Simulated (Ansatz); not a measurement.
# CoSi: energy along a strain

CoSi, P2_13, a = 4.386 Å. Ansatz: PBEsol, PAW, 420 eV, Γ-centred 10×10×10 mesh on 8 atoms, Gaussian smearing 0.15 eV; no spin polarisation. Cell vectors (Å): 4.386 0.000 0.000; 0.000 4.386 0.000; 0.000 0.000 4.386. The cell is strained by x per cent times the pattern (1 -1 0 0 0 0) in the order xx yy zz yz xz xy (engineering shears), with fractional coordinates held. y is the free energy over the start, V0 = 10.545 Å³/atom. Points with a strain past 8.5 % were computed too (5) and aren't used here.

| x (%) | y (meV/atom) |
| --- | --- |
| -7.50 | ? |
| -3.75 | 24.01 |
| 0.00 | 0.00 |
| 3.75 | 23.04 |
| 7.50 | 92.96 |

Fit y = c2 x² + c3 x³ to the other rows, get the stiffness along the pattern, and predict the missing energy.

Least squares on the rows shown. y = 1.6824 x² − 0.0041279 x³. The clamped-ion stiffness p·C·p = 2 × 16.82 eV × 160.2 / 10.545 Å³ = 511 GPa. At x = -7.50 the fit asked for gives 96.38 meV/atom. The run gave 101.26 meV/atom, so the fit is 4.88 meV/atom too low, 4.8 % of the span of the series, against an rms of 0.25 meV/atom on the fitted rows. The row lies outside the fitted range. With a term in x⁴ added, a fit to the same known rows (none to spare) predicts 100.72 meV/atom, so most of the miss is curvature that the known rows already hold.